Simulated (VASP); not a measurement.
# BaS (Fm-3m) in VASP: a series of runs

One crystal, BaS, is run at these levels: LDA, PBEsol; tasks: band structure.

Program: VASP 6.6.1. These are calculated values, not measurements. Logs are shortened: lines on timing, memory, paths and dates and some standing lists are left out, and cuts for length are marked.

**What was measured.**

A printed reference work, monograph, original work of 1988 reports, for a bulk crystal of BaS at 2 K: band gap 3.806 eV (indirect).

The results are compared with them further down.

## (1) The crystal as given

Symmetry: Fm-3m, No. 225, cubic system. Conventional cell: a = 6.388 Å, b = 6.388 Å, c = 6.388 Å, α = 90.00°, β = 90.00°, γ = 90.00°. Ba (site symmetry m-3m) has 6 S at 3.19 Å as nearest neighbours. Around S (site symmetry m-3m) lie 6 Ba at 3.19 Å.

## (2) Band structure, LDA

POSCAR reads:

```
BaS
1.0
    0.0000000000      3.1937500000      3.1937500000
    3.1937500000      0.0000000000      3.1937500000
    3.1937500000      3.1937500000      0.0000000000
Ba S
1 1
Direct
    0.0000000000      0.0000000000      0.0000000000
    0.5000000000      0.5000000000      0.5000000000
```

INCAR.step1 reads:

```
SYSTEM = BaS
PREC = Accurate
ENCUT = 520
EDIFF = 1E-6
ISMEAR = 0
SIGMA = 0.02
LREAL = .False.
LASPH = .True.
NELM = 60
ALGO = Normal
ISIF = 2
LWAVE = .False.
LCHARG = .True.
GGA = CA
NBANDS = 15
```

KPOINTS.step1 reads:

```
Automatic mesh
0
Gamma
  8 8 8
  0 0 0
```

INCAR.step2 reads:

```
SYSTEM = BaS
PREC = Accurate
ENCUT = 520
EDIFF = 1E-6
ISMEAR = 0
SIGMA = 0.05
LREAL = .False.
LASPH = .True.
NELM = 60
ALGO = Normal
ISIF = 2
LWAVE = .False.
LCHARG = .False.
GGA = CA
NBANDS = 15
ICHARG = 11
```

KPOINTS.step2 reads:

```
path GXWKGLUWLK,UX
20
line-mode
reciprocal
 0.0000000000  0.0000000000  0.0000000000  G
 0.5000000000  0.0000000000  0.5000000000  X

 0.5000000000  0.0000000000  0.5000000000  X
 0.5000000000  0.2500000000  0.7500000000  W

 0.5000000000  0.2500000000  0.7500000000  W
 0.3750000000  0.3750000000  0.7500000000  K

 0.3750000000  0.3750000000  0.7500000000  K
 0.0000000000  0.0000000000  0.0000000000  G

 0.0000000000  0.0000000000  0.0000000000  G
 0.5000000000  0.5000000000  0.5000000000  L

 0.5000000000  0.5000000000  0.5000000000  L
 0.6250000000  0.2500000000  0.6250000000  U

 0.6250000000  0.2500000000  0.6250000000  U
 0.5000000000  0.2500000000  0.7500000000  W

 0.5000000000  0.2500000000  0.7500000000  W
 0.5000000000  0.5000000000  0.5000000000  L

 0.5000000000  0.5000000000  0.5000000000  L
 0.3750000000  0.3750000000  0.7500000000  K

 0.6250000000  0.2500000000  0.6250000000  U
 0.5000000000  0.0000000000  0.5000000000  X
```

Potentials or basis: VASP PAW LDA potentials, release 64 (Ba_sv, S).

Launch:

```console
cat potpaw_LDA.64/Ba_sv/POTCAR potpaw_LDA.64/S/POTCAR > POTCAR
cp INCAR.step1 INCAR
cp KPOINTS.step1 KPOINTS
mpirun -np 1 vasp_std > vasp.out
cp INCAR.step2 INCAR
cp KPOINTS.step2 KPOINTS
mpirun -np 1 vasp_std > vasp.out
```

OUTCAR:

```text
SYSTEM = BaS
   PREC = Accurate
   ENCUT = 520
   EDIFF = 1E-6
   ISMEAR = 0
   LREAL = .False.
   LASPH = .True.
   NELM = 60
   ISIF = 2
   GGA = CA
   ICHARG = 11

 ion  position               nearest neighbor table
   1  0.000  0.000  0.000-   2 3.19   2 3.19   2 3.19   2 3.19   2 3.19   2 3.19
   2  0.500  0.500  0.500-   1 3.19   1 3.19   1 3.19   1 3.19   1 3.19   1 3.19

  LATTYP: Found a face centered cubic cell.
 ALAT       =     6.3875000000

  Lattice vectors:

 A1 = (   0.0000000000,   3.1937500000,   3.1937500000)
 A2 = (   3.1937500000,   0.0000000000,   3.1937500000)
 A3 = (   3.1937500000,   3.1937500000,   0.0000000000)

Analysis of symmetry for initial positions (statically):
=====================================================================
 Subroutine PRICEL returns:
 Original cell was already a primitive cell.

 Routine SETGRP: Setting up the symmetry group for a
 face centered cubic supercell.

 Subroutine GETGRP returns: Found 48 space group operations
 (whereof 48 operations were pure point group operations)
 out of a pool of 48 trial point group operations.

The static configuration has the point symmetry O_h .

Analysis of symmetry for dynamics (positions and initial velocities):
=====================================================================
 Subroutine PRICEL returns:
 Original cell was already a primitive cell.

 Routine SETGRP: Setting up the symmetry group for a
 face centered cubic supercell.

 Subroutine GETGRP returns: Found 48 space group operations
 (whereof 48 operations were pure point group operations)
 out of a pool of 48 trial point group operations.

The dynamic configuration has the point symmetry O_h .

 Subroutine INISYM returns: Found 48 space group operations
 (whereof 48 operations are pure point group operations),
 and found     1 'primitive' translations

----------------------------------------------------------------------------------------

                                     Primitive cell

  volume of cell :      65.1527

  direct lattice vectors                    reciprocal lattice vectors
     0.000000000  3.193750000  3.193750000    -0.156555773  0.156555773  0.156555773
     3.193750000  0.000000000  3.193750000     0.156555773 -0.156555773  0.156555773
     3.193750000  3.193750000  0.000000000     0.156555773  0.156555773 -0.156555773

  length of vectors
     4.516644565  4.516644565  4.516644565     0.271162553  0.271162553  0.271162553

  position of ions in fractional coordinates (direct lattice)
     0.000000000  0.000000000  0.000000000
     0.500000000  0.500000000  0.500000000

  ion indices of the primitive-cell ions
   primitive index   ion index
                 1           1
                 2           2

----------------------------------------------------------------------------------------

 KPOINTS: path GXWKGLUWLK,UX

Interpolating k-points between supplied coordinates.

 Line segments in fractional coordinates (reciprocal lattice):
    0.000000  0.000000  0.000000  ...  0.500000  0.000000  0.500000
    0.500000  0.000000  0.500000  ...  0.500000  0.250000  0.750000
    0.500000  0.250000  0.750000  ...  0.375000  0.375000  0.750000
    0.375000  0.375000  0.750000  ...  0.000000  0.000000  0.000000
    0.000000  0.000000  0.000000  ...  0.500000  0.500000  0.500000
    0.500000  0.500000  0.500000  ...  0.625000  0.250000  0.625000
    0.625000  0.250000  0.625000  ...  0.500000  0.250000  0.750000
    0.500000  0.250000  0.750000  ...  0.500000  0.500000  0.500000
    0.500000  0.500000  0.500000  ...  0.375000  0.375000  0.750000
    0.625000  0.250000  0.625000  ...  0.500000  0.000000  0.500000

 Generated    20 points on each line segment, for a total of    200 k-points:

 Following reciprocal coordinates:
            Coordinates               Weight
  0.000000  0.000000  0.000000      0.005000
  0.026316  0.000000  0.026316      0.005000
  0.052632  0.000000  0.052632      0.005000
  0.078947  0.000000  0.078947      0.005000
  0.105263  0.000000  0.105263      0.005000
  0.131579  0.000000  0.131579      0.005000
[... 16 lines left out ...]
  0.500000  0.026316  0.526316      0.005000
  0.500000  0.039474  0.539474      0.005000
 [... further k-points ...]
   k-points           NKPTS =    200   k-points in BZ     NKDIM =    200   number of bands    NBANDS=     15
   number of dos      NEDOS =    301   number of ions     NIONS =      2
   total plane-waves  NPLWV =  46656
   dimension x,y,z NGX =    36 NGY =   36 NGZ =   36
   dimension x,y,z NGXF=    72 NGYF=   72 NGZF=   72
   ions per type =               1   1
   NGX,Y,Z   is equivalent  to a cutoff of  13.25, 13.25, 13.25 a.u.
   NGXF,Y,Z  is equivalent  to a cutoff of  26.50, 26.50, 26.50 a.u.
 SYSTEM =  BaS
   PREC   = accura    normal or accurate (medium, high low for compatibility)
   ISTART =      0    job   : 0-new  1-cont  2-samecut
   ICHARG =     11    charge: 1-file 2-atom 10-const
[... 66 lines left out ...]
      3      -9.8327      2.00000
      4      -9.8327      2.00000
      5      -9.0757      2.00000
      6       1.2397      2.00000
      7       1.2397      2.00000
      8       1.2397      2.00000
      9       4.5520      0.00000
     10       4.9416      0.00000
     11       4.9416      0.00000
     12       4.9416      0.00000
     13       5.9253      0.00000
     14       5.9253      0.00000
     15       9.6845      0.00000

 k-point     2 :       0.0263    0.0000    0.0263
  band No.  band energies     occupation
      1     -24.7589      2.00000
      2      -9.8575      2.00000
      3      -9.8341      2.00000
      4      -9.8341      2.00000
      5      -9.0481      2.00000
      6       1.1897      2.00000
      7       1.2351      2.00000
      8       1.2351      2.00000
      9       4.5899      0.00000
     10       4.9205      0.00000
     11       4.9674      0.00000
     12       4.9674      0.00000
     13       5.9316      0.00000
     14       5.9771      0.00000
     15       9.7243      0.00000

 k-point     3 :       0.0526    0.0000    0.0526
  band No.  band energies     occupation
      1     -24.7577      2.00000
      2      -9.9215      2.00000
      3      -9.8382      2.00000
      4      -9.8382      2.00000
      5      -8.9762      2.00000
      6       1.0532      2.00000
      7       1.2217      2.00000
      8       1.2217      2.00000
      9       4.6877      0.00000
     10       4.8596      0.00000
     11       5.0439      0.00000
     12       5.0439      0.00000
     13       5.9504      0.00000
     14       6.1344      0.00000
     15       9.8415      0.00000

 k-point     4 :       0.0789    0.0000    0.0789
  band No.  band energies     occupation
      1     -24.7557      2.00000
      2     -10.0059      2.00000
      3      -9.8450      2.00000
      4      -9.8450      2.00000
      5      -8.8802      2.00000
      6       0.8612      2.00000
      7       1.2015      2.00000
      8       1.2015      2.00000
      9       4.7649      0.00000
     10       4.8134      0.00000
     11       5.1687      0.00000
     12       5.1687      0.00000
     13       5.9815      0.00000
     14       6.3976      0.00000
     15      10.0298      0.00000
[... 307 lines left out ...]
 k-point    22 :       0.5000    0.0132    0.5132
  band No.  band energies     occupation
      1     -24.6992      2.00000
      2     -10.3406      2.00000
      3     -10.0365      2.00000
      4     -10.0336      2.00000
      5      -8.9726      2.00000
      6       0.7006      2.00000
      7       1.0922      2.00000
      8       1.0975      2.00000
      9       3.1516      0.00000
     10       7.0814      0.00000
     11       7.1105      0.00000
     12       8.6148      0.00000
     13       8.6459      0.00000
     14       8.7222      0.00000
     15       9.5737      0.00000

 k-point    23 :       0.5000    0.0263    0.5263
  band No.  band energies     occupation
      1     -24.6992      2.00000
      2     -10.3391      2.00000
      3     -10.0467      2.00000
      4     -10.0352      2.00000
      5      -8.9585      2.00000
      6       0.7000      2.00000
      7       1.0677      2.00000
      8       1.0888      2.00000
      9       3.1767      0.00000
     10       7.0904      0.00000
     11       7.1510      0.00000
     12       8.5304      0.00000
     13       8.6463      0.00000
     14       8.7160      0.00000
     15       9.6400      0.00000

 k-point    24 :       0.5000    0.0395    0.5395
  band No.  band energies     occupation
      1     -24.6992      2.00000
      2     -10.3366      2.00000
      3     -10.0630      2.00000
      4     -10.0379      2.00000
      5      -8.9358      2.00000
      6       0.6991      2.00000
      7       1.0282      2.00000
      8       1.0749      2.00000
      9       3.2181      0.00000
     10       7.0994      0.00000
     11       7.2229      0.00000
     12       8.4084      0.00000
     13       8.6472      0.00000
     14       8.7065      0.00000
     15       9.7324      0.00000

 [... further k-points ...]

------------------------ aborting loop because EDIFF is reached ----------------------------------------

  FORCE on cell =-STRESS in cart. coord.  units (eV):
  Direction    XX          YY          ZZ          XY          YZ          ZX
  --------------------------------------------------------------------------------------
  -------------------------------------------------------------------------------------
  Total        1.1021457      1.1021457      1.1021457     -0.0000000     -0.0000000      0.0000000
  in kB       27.1029676     27.1029676     27.1029676     -0.0000000     -0.0000000      0.0000000
  external PRESSURE =      27.1029676 kB  Pullay stress =       0.0000000 kB

 VOLUME and BASIS-vectors are now :
 -----------------------------------------------------------------------------
  energy-cutoff  :      520.00
  volume of cell :       65.15
      direct lattice vectors                 reciprocal lattice vectors
     0.000000000  3.193750000  3.193750000    -0.156555773  0.156555773  0.156555773
     3.193750000  0.000000000  3.193750000     0.156555773 -0.156555773  0.156555773
     3.193750000  3.193750000  0.000000000     0.156555773  0.156555773 -0.156555773

 POSITION                                       TOTAL-FORCE (eV/Angst)
 -----------------------------------------------------------------------------------
      0.00000      0.00000      0.00000         0.000000      0.000000     -0.000000
      3.19375      3.19375      3.19375         0.000000     -0.000000      0.000000
 -----------------------------------------------------------------------------------
    total drift:                                0.000000      0.000000      0.000000

  FREE ENERGIE OF THE ION-ELECTRON SYSTEM (eV)
  ---------------------------------------------------
  free  energy   TOTEN  =       -10.6882991869 eV

  energy  without entropy=      -10.6882991869  energy(sigma->0) =      -10.68829919
```

Run time: 47 s. Hardware: 1 thread of Intel Xeon 6975P-C (Granite Rapids), shared host; peak memory 0.31 GiB.

Results:

* Band gap on the k mesh: 1.90 eV, indirect (least direct gap 2.04 eV)
* Band gap along the path: 1.90 eV, indirect (least direct gap 2.04 eV)

Levels at the corners of the path, in eV from the valence-band top:
| point | band 6 | band 7 | band 8 | band 9 | band 10 | band 11 |
| --- | --- | --- | --- | --- | --- | --- |
| Γ | 0.00 | 0.00 | 0.00 | 3.31 | 3.70 | 3.70 |
| X | -0.54 | -0.14 | -0.14 | 1.90 | 5.84 | 5.86 |
| X | -0.54 | -0.14 | -0.14 | 1.90 | 5.84 | 5.86 |
| W | -1.15 | -0.51 | -0.51 | 4.12 | 4.12 | 6.18 |
| W | -1.15 | -0.51 | -0.51 | 4.12 | 4.12 | 6.18 |
| K | -0.99 | -0.62 | -0.56 | 3.11 | 5.80 | 6.48 |
| K | -0.99 | -0.62 | -0.56 | 3.11 | 5.80 | 6.48 |
| Γ | 0.00 | 0.00 | 0.00 | 3.31 | 3.70 | 3.70 |
| Γ | 0.00 | 0.00 | 0.00 | 3.31 | 3.70 | 3.70 |
| L | -2.02 | -1.12 | -1.12 | 5.39 | 5.47 | 6.18 |
| L | -2.02 | -1.12 | -1.12 | 5.39 | 5.47 | 6.18 |
| U | -0.99 | -0.62 | -0.56 | 3.11 | 5.80 | 6.48 |
| U | -0.99 | -0.62 | -0.56 | 3.11 | 5.80 | 6.48 |
| W | -1.15 | -0.51 | -0.51 | 4.12 | 4.12 | 6.18 |
| W | -1.15 | -0.51 | -0.51 | 4.12 | 4.12 | 6.18 |
| L | -2.02 | -1.12 | -1.12 | 5.39 | 5.47 | 6.18 |
| L | -2.02 | -1.12 | -1.12 | 5.39 | 5.47 | 6.18 |
| K | -0.99 | -0.62 | -0.56 | 3.11 | 5.80 | 6.48 |
| U | -0.99 | -0.62 | -0.56 | 3.11 | 5.80 | 6.48 |
| X | -0.54 | -0.14 | -0.14 | 1.90 | 5.84 | 5.86 |

Caveat: the log is that of the step along the path at fixed density, whose energy, stress, charges and moments have no meaning; spin-orbit coupling is left out, which moves the levels of the heavy elements.

## (3) Band structure, PBEsol

POSCAR is that of step 2.

INCAR.step1: that of step 2 with these lines changed.

```diff
@@ -13,3 +13,3 @@
 LCHARG = .True.
-GGA = CA
+GGA = PS
 NBANDS = 15
```

KPOINTS.step1 is that of step 2.

INCAR.step2: that of step 2 with these lines changed.

```diff
@@ -13,3 +13,3 @@
 LCHARG = .False.
-GGA = CA
+GGA = PS
 NBANDS = 15
```

KPOINTS.step2 is that of step 2.

Potentials or basis: VASP PAW PBE potentials, release 64 (Ba_sv, S).

Launch:

```console
cat potpaw_PBE.64/Ba_sv/POTCAR potpaw_PBE.64/S/POTCAR > POTCAR
cp INCAR.step1 INCAR
cp KPOINTS.step1 KPOINTS
mpirun -np 1 vasp_std > vasp.out
cp INCAR.step2 INCAR
cp KPOINTS.step2 KPOINTS
mpirun -np 1 vasp_std > vasp.out
```

Run time: 46 s. Hardware: 1 thread of Intel Xeon 6975P-C (Granite Rapids), shared host; peak memory 0.34 GiB.

It converged, with:

```yaml
Band_gap_on_the_k_mesh: 1.98 eV, indirect (least direct gap 2.12 eV)
Band_gap_along_the_path: 1.98 eV, indirect (least direct gap 2.12 eV)
```

Levels at the corners of the path, in eV from the valence-band top:
| point | band 5 | band 6 | band 7 | band 8 | band 9 | band 10 | band 11 | band 12 |
| --- | --- | --- | --- | --- | --- | --- | --- | --- |
| Γ | -10.35 | 0.00 | 0.00 | 0.00 | 3.41 | 3.78 | 3.78 | 3.78 |
| X | -10.26 | -0.54 | -0.14 | -0.14 | 1.98 | 5.90 | 5.92 | 7.49 |
| X | -10.26 | -0.54 | -0.14 | -0.14 | 1.98 | 5.90 | 5.92 | 7.49 |
| W | -9.70 | -1.14 | -0.51 | -0.51 | 4.19 | 4.19 | 6.24 | 6.81 |
| W | -9.70 | -1.14 | -0.51 | -0.51 | 4.19 | 4.19 | 6.24 | 6.81 |
| K | -9.74 | -0.98 | -0.62 | -0.56 | 3.18 | 5.88 | 6.54 | 6.72 |
| K | -9.74 | -0.98 | -0.62 | -0.56 | 3.18 | 5.88 | 6.54 | 6.72 |
| Γ | -10.35 | 0.00 | 0.00 | 0.00 | 3.41 | 3.78 | 3.78 | 3.78 |
| Γ | -10.35 | 0.00 | 0.00 | 0.00 | 3.41 | 3.78 | 3.78 | 3.78 |
| L | -9.08 | -2.00 | -1.11 | -1.11 | 5.47 | 5.52 | 6.26 | 6.26 |
| L | -9.08 | -2.00 | -1.11 | -1.11 | 5.47 | 5.52 | 6.26 | 6.26 |
| U | -9.74 | -0.98 | -0.62 | -0.56 | 3.18 | 5.88 | 6.54 | 6.72 |
| U | -9.74 | -0.98 | -0.62 | -0.56 | 3.18 | 5.88 | 6.54 | 6.72 |
| W | -9.70 | -1.14 | -0.51 | -0.51 | 4.19 | 4.19 | 6.24 | 6.81 |
| W | -9.70 | -1.14 | -0.51 | -0.51 | 4.19 | 4.19 | 6.24 | 6.81 |
| L | -9.08 | -2.00 | -1.11 | -1.11 | 5.47 | 5.52 | 6.26 | 6.26 |
| L | -9.08 | -2.00 | -1.11 | -1.11 | 5.47 | 5.52 | 6.26 | 6.26 |
| K | -9.74 | -0.98 | -0.62 | -0.56 | 3.18 | 5.88 | 6.54 | 6.72 |
| U | -9.74 | -0.98 | -0.62 | -0.56 | 3.18 | 5.88 | 6.54 | 6.72 |
| X | -10.26 | -0.54 | -0.14 | -0.14 | 1.98 | 5.90 | 5.92 | 7.49 |

Caveat: the log is that of the step along the path at fixed density, whose energy, stress, charges and moments have no meaning; the PAW data sets were made with another functional, which shifts forces and pressure a little; spin-orbit coupling is left out, which moves the levels of the heavy elements.

## (4) Comparison with measurements

Step 2. Against the measured gap of BaS, 3.806 eV (indirect; 2 K; a printed reference work, monograph, original work of 1988), the calculated 1.90 eV is off by -1.90 eV. Spin-orbit coupling on Ba is left out. The value is that of LDA, without temperature or zero-point motion. Semilocal functionals fall short of measured gaps as a rule.

Step 3. Against the measured gap of BaS, 3.806 eV (indirect; 2 K; a printed reference work, monograph, original work of 1988), the calculated 1.98 eV is off by -1.82 eV. Spin-orbit coupling on Ba is left out. The value is that of PBEsol, without temperature or zero-point motion. Semilocal functionals fall short of measured gaps as a rule.
